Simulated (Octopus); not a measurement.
**PtS2 in Octopus: the effect of Hubbard term**

PtS2:

```
Pt S
1.0
     3.54320    0.00000    0.00000
    -1.77160    3.06850    0.00000
     0.00000    0.00000    5.03880
Pt S
1 2
Direct
  0.00000 0.00000 0.00000
  0.66667 0.33333 0.77300
  0.33333 0.66667 0.22700
```

Alike in all runs:

```yaml
Program: Octopus 16.4
Task: single point
Functional: LDA
Potentials_or_basis: pseudodojo_lda (PseudoDojo 0.4, LDA)
Grid_spacing: 0.142 × 0.142 × 0.144 Å
k_mesh: 5 × 5 × 3
Occupations: fermi-dirac, width 0.05 eV
Spin: no spin polarisation
Eigensolver: chebyshev_filter
k-point_symmetries_used: yes
ConvRelDens: 1e-06
ExtraStates: 9
DerivativesOrder: 8
```

| Hubbard term | gap on the mesh (eV) | largest force (eV/Å) |
| --- | --- | --- |
| none | 1.23 | 0.83 |
| Pt d U = 2 eV | 1.20 | 0.76 |
| Pt d U = 4 eV | 1.17 | 0.68 |
| Pt d U = 6 eV | 1.13 | 0.60 |
| Pt d U = 8 eV | ? | ? |

Problem. What does the run with Hubbard term Pt d U = 8 eV give?

Solution. gap on the mesh 1.09 eV; largest force 0.52 eV/Å.

Worked out: A straight line through the other rows of the gap on the mesh, of slope -0.0165 eV per eV, extrapolates to 1.10 eV, against the run's 1.09. A straight line through the other rows of the largest force, of slope -0.0385 eV/Å per eV, extrapolates to 0.52 eV/Å, against the run's 0.52.

Caveats: spin-orbit coupling is left out, which moves the levels of the heavy elements; an odd mesh through Γ misses points on the zone boundary, where band edges often lie; U acts on the potentials' truncated atomic orbitals, so values differ from other programs' at the same U, and they weren't checked against one (some runs).

A gap of «none» marks a metal or a gap under the smearing width.
